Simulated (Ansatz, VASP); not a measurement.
## AlN in VASP and in Ansatz

Contents of INCAR:

```
PREC = Accurate
ENCUT = 520
EDIFF = 1E-6
ISMEAR = -1
SIGMA = 0.08
LREAL = F
LASPH = T
NELM = 80
ALGO = Normal
ISIF = 2
LWAVE = F
LCHARG = F
GGA = PE
NBANDS = 16
```

KPOINTS

```
Automatic mesh
0
Gamma
  12 12 7
```

Contents of POSCAR:

```
AlN
1.0
    2.7814421008      0.0000000000      0.0000000000
   -1.3907210504      2.4087995184      0.0000000000
    0.0000000000      0.0000000000      4.7737936944
Al N
2 2
Direct
    0.0000000000      0.0000000000      0.0000000000
    0.0000000000      0.0000000000      0.5000000000
    0.3333333333      0.6666666667      0.2500000000
    0.6666666667      0.3333333333      0.7500000000
```

Input for Ansatz:

```yaml
crystal:
  lattice:
    - [2.7814421008, 0.0, 0.0]
    - [-1.3907210504, 2.4087995184, 0.0]
    - [0.0, 0.0, 4.7737936944]
  atoms:
    - { symbol: Al, position: [0.0, 0.0, 0.0] }
    - { symbol: Al, position: [0.0, 0.0, 0.5] }
    - { symbol: "N", position: [0.3333333333, 0.6666666667, 0.25] }
    - { symbol: "N", position: [0.6666666667, 0.3333333333, 0.75] }
kpoints:
  mp_grid: { grid: [12, 12, 7] }
scf:
  occupations: { method: fermi_dirac, width: 0.08 }
hamiltonian:
  xc: pbe
  pseudopotentials: { kind: all_electron, lapw: { basis_error: 0.0005 } }
output:
  forces: true
  stress: true
  eigenvalues: true
  populations: true
```

Alike in both runs: task single point; functional PBE; k mesh 12 × 12 × 7; occupations fermi-dirac, width 0.08 eV; no spin polarisation.

```csv
,VASP,Ansatz
version,VASP 6.6.1,Ansatz 0.2.0
potentials or method,"VASP PAW PBE potentials, release 64 (Al, N)","all-electron LAPW, scalar-relativistic"
plane-wave cutoff (eV),520,see its input
```

Ansatz gave:

| Property | Result |
| --- | --- |
| gap on the k mesh at the Fermi level (eV) | 5.23 |
| pressure (GPa) | 20.9 |
| largest component of the traceless stress (GPa) | 0.01 |

Q: What did VASP give for the same quantities?

A: gap on the k mesh at the Fermi level (eV): 5.22; pressure (GPa): 20.7; largest component of the traceless stress (GPa): 0.08.

Ansatz ran all-electron here, so the differences hold the error of VASP's frozen core and of both bases.

Caveats: so large a pressure means that the cell lies far from this level's equilibrium, or that cutoff or potentials fall short (VASP); an odd mesh through Γ misses points on the zone boundary, where band edges often lie.
